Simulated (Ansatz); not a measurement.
# Cu(111) with 4 layers of random Cu-Ru, 2x2: scattering by chemical disorder, part 2 of 2

Aim: the residual resistivity of a random alloy, from Cu(111) with 4 layers of random Cu-Ru, 2x2 and longer regions.

Ansatz 0.2.0; Ansatz plane-wave DFT, PBE, PAW files; ballistic transport by layer matching (Landauer), zero bias; PAW set soft_1.

So far. Step 3 (With 8 alloy layers): Over the solved energies the transmission per spin lies between 0.846 and 0.872, out of 3.21 channels of the lead on average (up to 3.21).

### 4. With 12 alloy layers

In 12 layers a share of 0.25 of the sites is given to Ru at random. A fresh draw is used; the growth of the resistance with length is what counts.

System of this step: Cu(111) with 12 layers of random Cu-Ru, 2x2. The cell holds 72 atoms: 60 Cu and 12 Ru. Cell: a = 5.112 Å, b = 5.112 Å, c = 37.568 Å, α = 90.0°, β = 90.0°, γ = 120.0°. It derives from Cu. Regions: lead, 24 atoms (24 Cu); scattering region, 48 atoms (36 Cu and 12 Ru). The structure is stacked along c, and the current runs across the ab planes.

Contents of input.yaml:

```yaml
crystal:
  lattice:
    - [5.1123254594, 0.0, 0.0]
    - [-2.5561627297, 4.4274037203, 0.0]
    - [0.0, 0.0, 37.567766324]
  atoms:
    - { symbol: Cu, position: [0.0, 0.0, 0.0277777778] }
    - { symbol: Cu, position: [0.0, 0.5, 0.0277777778] }
    - { symbol: Cu, position: [0.5, 0.0, 0.0277777778] }
    - { symbol: Cu, position: [0.5, 0.5, 0.0277777778] }
    - { symbol: Cu, position: [0.1666666667, 0.3333333333, 0.0833333333] }
    - { symbol: Cu, position: [0.1666666667, 0.8333333333, 0.0833333333] }
    - { symbol: Cu, position: [0.6666666667, 0.3333333333, 0.0833333333] }
    - { symbol: Cu, position: [0.6666666667, 0.8333333333, 0.0833333333] }
    - { symbol: Cu, position: [0.3333333333, 0.1666666667, 0.1388888889] }
    - { symbol: Cu, position: [0.3333333333, 0.6666666667, 0.1388888889] }
    - { symbol: Cu, position: [0.8333333333, 0.1666666667, 0.1388888889] }
    - { symbol: Cu, position: [0.8333333333, 0.6666666667, 0.1388888889] }
    - { symbol: Cu, position: [0.0, 0.0, 0.1944444444] }
    - { symbol: Cu, position: [0.0, 0.5, 0.1944444444] }
    - { symbol: Cu, position: [0.5, 0.0, 0.1944444444] }
    - { symbol: Cu, position: [0.5, 0.5, 0.1944444444] }
    - { symbol: Cu, position: [0.1666666667, 0.3333333333, 0.25] }
    - { symbol: Cu, position: [0.1666666667, 0.8333333333, 0.25] }
    - { symbol: Ru, position: [0.6666666667, 0.3333333333, 0.25] }
    - { symbol: Cu, position: [0.6666666667, 0.8333333333, 0.25] }
    - { symbol: Ru, position: [0.3333333333, 0.1666666667, 0.3055555556] }
    - { symbol: Ru, position: [0.3333333333, 0.6666666667, 0.3055555556] }
    - { symbol: Cu, position: [0.8333333333, 0.1666666667, 0.3055555556] }
    - { symbol: Cu, position: [0.8333333333, 0.6666666667, 0.3055555556] }
    - { symbol: Cu, position: [0.0, 0.0, 0.3611111111] }
    - { symbol: Ru, position: [0.0, 0.5, 0.3611111111] }
    - { symbol: Cu, position: [0.5, 0.0, 0.3611111111] }
    - { symbol: Cu, position: [0.5, 0.5, 0.3611111111] }
    - { symbol: Ru, position: [0.1666666667, 0.3333333333, 0.4166666667] }
    - { symbol: Cu, position: [0.1666666667, 0.8333333333, 0.4166666667] }
    - { symbol: Ru, position: [0.6666666667, 0.3333333333, 0.4166666667] }
    - { symbol: Cu, position: [0.6666666667, 0.8333333333, 0.4166666667] }
    - { symbol: Cu, position: [0.3333333333, 0.1666666667, 0.4722222222] }
    - { symbol: Cu, position: [0.3333333333, 0.6666666667, 0.4722222222] }
    - { symbol: Ru, position: [0.8333333333, 0.1666666667, 0.4722222222] }
    - { symbol: Cu, position: [0.8333333333, 0.6666666667, 0.4722222222] }
    - { symbol: Cu, position: [0.0, 0.0, 0.5277777778] }
    - { symbol: Cu, position: [0.0, 0.5, 0.5277777778] }
    - { symbol: Cu, position: [0.5, 0.0, 0.5277777778] }
    - { symbol: Cu, position: [0.5, 0.5, 0.5277777778] }
    - { symbol: Cu, position: [0.1666666667, 0.3333333333, 0.5833333333] }
    - { symbol: Cu, position: [0.1666666667, 0.8333333333, 0.5833333333] }
    - { symbol: Cu, position: [0.6666666667, 0.3333333333, 0.5833333333] }
    - { symbol: Cu, position: [0.6666666667, 0.8333333333, 0.5833333333] }
    - { symbol: Ru, position: [0.3333333333, 0.1666666667, 0.6388888889] }
    - { symbol: Cu, position: [0.3333333333, 0.6666666667, 0.6388888889] }
    - { symbol: Ru, position: [0.8333333333, 0.1666666667, 0.6388888889] }
    - { symbol: Cu, position: [0.8333333333, 0.6666666667, 0.6388888889] }
    - { symbol: Cu, position: [0.0, 0.0, 0.6944444444] }
    - { symbol: Ru, position: [0.0, 0.5, 0.6944444444] }
    - { symbol: Cu, position: [0.5, 0.0, 0.6944444444] }
    - { symbol: Ru, position: [0.5, 0.5, 0.6944444444] }
    - { symbol: Cu, position: [0.1666666667, 0.3333333333, 0.75] }
    - { symbol: Cu, position: [0.1666666667, 0.8333333333, 0.75] }
    - { symbol: Cu, position: [0.6666666667, 0.3333333333, 0.75] }
    - { symbol: Ru, position: [0.6666666667, 0.8333333333, 0.75] }
    - { symbol: Cu, position: [0.3333333333, 0.1666666667, 0.8055555556] }
    - { symbol: Cu, position: [0.3333333333, 0.6666666667, 0.8055555556] }
    - { symbol: Cu, position: [0.8333333333, 0.1666666667, 0.8055555556] }
    - { symbol: Cu, position: [0.8333333333, 0.6666666667, 0.8055555556] }
    - { symbol: Cu, position: [0.0, 0.0, 0.8611111111] }
    - { symbol: Cu, position: [0.0, 0.5, 0.8611111111] }
    - { symbol: Cu, position: [0.5, 0.0, 0.8611111111] }
    - { symbol: Cu, position: [0.5, 0.5, 0.8611111111] }
    - { symbol: Cu, position: [0.1666666667, 0.3333333333, 0.9166666667] }
    - { symbol: Cu, position: [0.1666666667, 0.8333333333, 0.9166666667] }
    - { symbol: Cu, position: [0.6666666667, 0.3333333333, 0.9166666667] }
    - { symbol: Cu, position: [0.6666666667, 0.8333333333, 0.9166666667] }
    - { symbol: Cu, position: [0.3333333333, 0.1666666667, 0.9722222222] }
    - { symbol: Cu, position: [0.3333333333, 0.6666666667, 0.9722222222] }
    - { symbol: Cu, position: [0.8333333333, 0.1666666667, 0.9722222222] }
    - { symbol: Cu, position: [0.8333333333, 0.6666666667, 0.9722222222] }
kpoints:
  mp_grid: { grid: [5, 5, 1] }
hamiltonian:
  xc: pbe
  pseudopotentials: { kind: paw, azcp: { folder: soft_1 } }
scf:
  occupations: { method: fermi_dirac, width: 0.1 }
output:
  transmission:
    leads: [[0, 4]]
    kmesh: [10, 10]
    e_range: [-0.05, 0.05]
    de: 0.05
  write_potential: true
  write_density: true
  volumetric_format: npy
```

Run with:

```bash
ansatz run input.yaml --threads 8 --pin off --max-ram 15360MiB --backend cpu --events-out ev --progress --plain --runs-dir out
```

Numbers of over 12 decimals in the logs are rounded to 6 here.

What it wrote:

```text
[...]
Crystal: 72 atoms, lattice volume = 850.321 Å³
Basis set: ecut = 420 eV, 16727 PW (Γ)
Bands: 800, of which v1, the nominal top of the filled ones, is band 666 counted from 1 (665 counted from 0)
Symmetry: 1 space group operations
[...]
k-points: 13 of 25 (time reversal used)
[...]
SCF iter   1: F=—  HF=-468102.632318 eV  |F-HF|=—  |Δ(HF+E_count)|=         —  Δρ=2.27e-1  dr2=3.57e2  ethr=3.10e-3  ⟨swp⟩=4.0  Hψ=30497  notcnv=0  defer=230
[...]
SCF iter  17: F=-468045.379122 eV  HF=-468045.379122 eV  |F-HF|=4.30e-8  |Δ(HF+E_count)|=   1.43e-8  Δρ=1.07e-6  dr2=4.24e-8  ethr=7.51e-12  ⟨swp⟩=6.5  Hψ=44039  notcnv=0
SCF 1 converged in 17 iterations: F = -468045.379122 eV  dr2 = 4.24e-8
[...]
transmission: 344 of 3380 steps passed
transmission: 676 of 3380 steps passed
[...]
transmission: 3380 of 3380 steps passed
SCF converged after 17 iterations
Free energy (F): -468045.379122 eV
[...]
Internal energy: -468043.839789 eV  (E = F + TS)
E sigma→0 (E₀):  -468044.609456 eV
Entropy (-TS):   -1.539334 eV (-21.380 meV/atom)
Fermi energy:    18.156045 eV
[...]
--- Band table (eV; the first three rows and the last of 13) ---
  k-point 0: bands = [... 662 lower, 18.4182, 18.4354, 18.5209, 18.5656, 18.5919, 18.6346, 18.7205, 18.8069, ... 130 higher]
  k-point 1: bands = [... 662 lower, 18.1911, 18.2001, 18.2379, 18.2627, 18.3391, 18.3741, 18.4048, 18.4474, ... 130 higher]
  k-point 2: bands = [... 662 lower, 17.9847, 18.0467, 18.0684, 18.0891, 18.1292, 18.1908, 18.2415, 18.2625, ... 130 higher]
  k-point 12: bands = [... 662 lower, 17.9639, 17.9899, 18.0459, 18.0953, 18.1168, 18.1417, 18.1913, 18.2270, ... 130 higher]
--- Transmission ---
  basis      : 199 plane waves across, 65 finite elements along
  points     : 52, standing for a mesh of 10 x 10
[...]
channels       : 3.210000e0 a spin
[...]
junction   : crystal 0 to crystal 0, 0.70 to 36.18 Å
    transmission   : 6.752882e-1 a spin
[...]
```

The job ended after 16 min (8 threads of Arm Neoverse V2, shared host; peak memory 8.7 GiB).

This step gave:

| Property | Result |
| --- | --- |
| free energy | -468045.3791 eV |
| energy at zero smearing | -468044.6095 eV |
| Fermi energy | 18.16 eV |
| transmission per spin nearest the Fermi level | 0.6753 |
| step of the lead's potential | 9 meV |

Per spin. Transmission, zone mean against energy, zero at the Fermi level:

| energy (eV) | transmission, zone mean |
| --- | --- |
| -0.0500 | 0.645 |
| 0.0000 | 0.675 |
| 0.0500 | 0.664 |

Over the solved energies the transmission per spin lies between 0.645 and 0.675, out of 3.21 channels of the lead on average (up to 3.21).

### 5. The fit

This step: Ansatz plane-wave DFT, PBE, PAW files; ballistic transport by layer matching (Landauer), zero bias; residual resistivity from the slope of the area resistance, atoms on the host's lattice; PAW set soft_1 (Ansatz 0.2.0).

This step gave:

```yaml
resistivity: 108.0 µΩ cm
intercept: 0.7599 fΩ m²
scatter_about_the_fit: 0.05771 fΩ m²
```

Resistance, by row:

| run | length (Å) | T | channels N | RA (fΩ m²) |
| --- | --- | --- | --- | --- |
| n4 | 8.348 | 1.118 | 3.21 | 1.703 |
| n8 | 16.7 | 0.8612 | 3.21 | 2.482 |
| n12 | 25.05 | 0.6615 | 3.21 | 3.506 |

Table of area resistance by length of the alloy:

| length of the alloy (Å) | area resistance (fΩ m²) |
| --- | --- |
| 8.35 | 1.70 |
| 16.70 | 2.48 |
| 25.05 | 3.51 |

The area resistance goes from 1.7 to 3.5 fΩ m² between 8.3 and 25.0 Å, a slope of 108 µΩ cm.

By hand from the end points: (3.506 − 1.703) fΩ m² / (25.05 − 8.35) Å = 108 µΩ cm, since 1 fΩ m² per Å is 1000 µΩ cm.

### 6. Results

```yaml
resistivity_from_the_slope: 108 µΩ cm
area_resistance_over_8p35_a: 1.70 fΩ m²
area_resistance_over_16p7_a: 2.48 fΩ m²
area_resistance_over_25p0_a: 3.51 fΩ m²
```

What this shows: The slope gives 108 µΩ cm. The points scatter by 0.058 fΩ m² about the line, with one random draw a length in a 2x2 cell, so the slope is a rough value. Read with a model of isotropic scattering on a spherical Fermi surface and the lead's 1.1×10¹⁵ S/m², this slope means a mean free path near 6.3 Å; over these lengths the model's slope is within 3 % of its bulk resistivity. The atoms sit on the host's lattice, so scattering by size misfit is left out. A lead's potential steps by up to 25 meV from period to period, which the log calls too much, so longer leads could move the result.

[Logs are printed without paths, hosts, clocks, repeated set-up lines and the standing remarks that a program may print on its own settings, such as how far it seeks lower states.]

[Hosts, paths, dates, database ids (printed as entryN), source tags and the programs' standing remarks are cut or masked in the printed files.]
